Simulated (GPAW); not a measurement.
Runs of GPAW 26.7.0 on MnO2. The structure is hexagonal, space group P6_3/mmc (No. 194). The conventional cell has a = 2.855 Å, b = 2.855 Å, c = 10.222 Å, α = 90.00°, β = 90.00°, γ = 120.00°. Around Mn (site symmetry -3m) lie 6 O at 1.90 Å. O (site symmetry 3m) has 3 Mn at 1.90 Å as nearest neighbours. Measurements of this composition are mostly on another form, of space group No. 136.

```csv
task,level,potentials or basis,k mesh,cutoff (eV),smearing,ranks,maxiter,response ecut,response k mesh,response bands,mesh quality,gap on the mesh (eV),pressure (GPa),moment (μB),V0 of scaled cells (Å³/atom),B0 (GPa),largest force (eV/Å)
equation of state,LDA,"the program's PAW data sets (release 1.2.1) made for this functional, pw",7 × 7 × 2,800,fermi-dirac 0.05 eV,4,150,-,-,-,coarse,-,-,-,11.57,(b),-
equation of state,PBEsol,"PAW data sets generated in the run's folder for this functional, pw",11 × 11 × 3,800,fermi-dirac 0.05 eV,4,150,-,-,-,not flagged,-,-,-,12.06,179,-
dielectric tensor,LDA,"the program's PAW data sets (release 1.2.1) made for this functional, pw",9 × 9 × 2,600,fermi-dirac 0.001 eV,-,150,80 eV,9 × 9 × 2,75,not flagged,0.48,-,6.00,-,-,-
single point,LDA,"the program's PAW data sets (release 1.2.1) made for this functional, pw",9 × 9 × 2,600,fermi-dirac 0.05 eV,-,120,-,-,-,not flagged,0.48,-12.3,6.00,-,-,0.54
band structure,PBEsol,"PAW data sets generated in the run's folder for this functional, pw",7 × 7 × 2,800,fermi-dirac 0.05 eV,-,150,-,-,-,not flagged,0.77,0.4,6.00,-,-,0.04
single point,PBEsol,"PAW data sets generated in the run's folder for this functional, pw",11 × 11 × 3,800,fermi-dirac 0.05 eV,4,150,-,-,-,not flagged,0.77,0.4,6.00,-,-,0.04
band structure,LDA,"the program's PAW data sets (release 1.2.1) made for this functional, pw",7 × 7 × 2,800,fermi-dirac 0.05 eV,-,150,-,-,-,not flagged,0.49,-7.2,6.00,-,-,0.53
band structure,r2SCAN,"GPAW PAW data sets (gpaw-data 1.2.1), pw",7 × 7 × 2,800,fermi-dirac 0.05 eV,4,150,-,-,-,not flagged,2.02,1.9,6.00,-,-,(a)
```

Alike in all rows: spin collinear, ferromagnetic start; cell as given.

Task: Fill in the values left out.

Result: (a) 0.12; (b) 197.

Caveats: some runs use coarse meshes; only a ferromagnetic start was run, and an antiferromagnetic order may lie lower in energy (some runs); an odd mesh through Γ misses points on the zone boundary, where band edges often lie (some runs); the cell was scaled at fixed shape and fractional positions, which overstates the stiffness of a crystal with free parameters, most of all of layers and chains (some runs); the long-wavelength limit can be off by several per cent where d states take part (some runs); the gap is small at this level, which inflates the dielectric constant (some runs); the cutoff is short for stress and forces, so pressures can be off by a GPa or more (some runs); the PAW data sets were made with another functional, which shifts forces and pressure a little (some runs).

Not every run made on this cell is shown here.
